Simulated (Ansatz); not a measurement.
# TaN: the cost of one run

Program: Ansatz 0.2.0. Level of theory: DFT PBE, scalar-relativistic, plane waves, PAW. These are calculated values, not measurements.

### 1 Starting point

It takes space group Fm-3m (No. 225, cubic). Conventional cell: a = 4.358 Å, b = 4.358 Å, c = 4.358 Å, α = 90.00°, β = 90.00°, γ = 90.00°. Around Ta (site symmetry m-3m) lie 6 N at 2.18 Å. N (site symmetry m-3m) is surrounded by 6 Ta at 2.18 Å.

As a file:

```cif
data_structure
_symmetry_space_group_name_H-M 'P 1'
_symmetry_Int_Tables_number 1
_cell_length_a 3.0816
_cell_length_b 3.0816
_cell_length_c 3.0816
_cell_angle_alpha 60.000
_cell_angle_beta 60.000
_cell_angle_gamma 60.000
_cell_volume 20.69
loop_
_atom_site_label
_atom_site_type_symbol
_atom_site_fract_x
_atom_site_fract_y
_atom_site_fract_z
_atom_site_occupancy
Ta1 Ta 0.50000 0.50000 0.50000 1
N1 N 0.00000 0.00000 0.00000 1
```

No relaxation comes first: the listed cell is the starting point.

### 2 Zero of energy

The reference gives a free energy of -10317.8858 eV, pressure 14.56 GPa, largest force 0.000 eV/Å and gap on the mesh none (metal). It was computed beforehand with the settings of the runs below.

### 3 Setting up energy and stress against strain

The cell is strained by ε times the Voigt pattern (0, 1, 0, 0, 0, 0) (xx, yy, zz, yz, xz, xy; engineering shear), with fractional coordinates fixed (clamped ions). The stress on the pattern is the sum of the stress components weighted by it, tension positive.

### 4 ε = -0.0200

Contents of input.yaml:

```yaml
crystal:
  lattice:
    - [0.0, 2.13542, 2.179]
    - [2.179, 0.0, 2.179]
    - [2.179, 2.13542, 0.0]
  atoms:
    - { symbol: Ta, position: [0.5, 0.5, 0.5] }
    - { symbol: "N", position: [0.0, 0.0, 0.0] }
basis:
  ecutwfc: 420
kpoints:
  mp_grid: { grid: [18, 18, 18] }
hamiltonian:
  xc: pbe
scf:
  occupations: { method: gaussian, width: 0.15 }
output:
  forces: true
  stress: true
  eigenvalues: true
```

The run is started by

```bash
> ansatz run input.yaml --threads 1 --pin off --max-ram 2560MiB --backend cpu --events-out ev --progress --plain --runs-dir out
```

**Question.** How long does this run take on 1 thread of Intel Xeon 6975P-C (Granite Rapids), shared host, and how much memory does it need?

About 4.5 s, with a peak of 0.46 GiB.
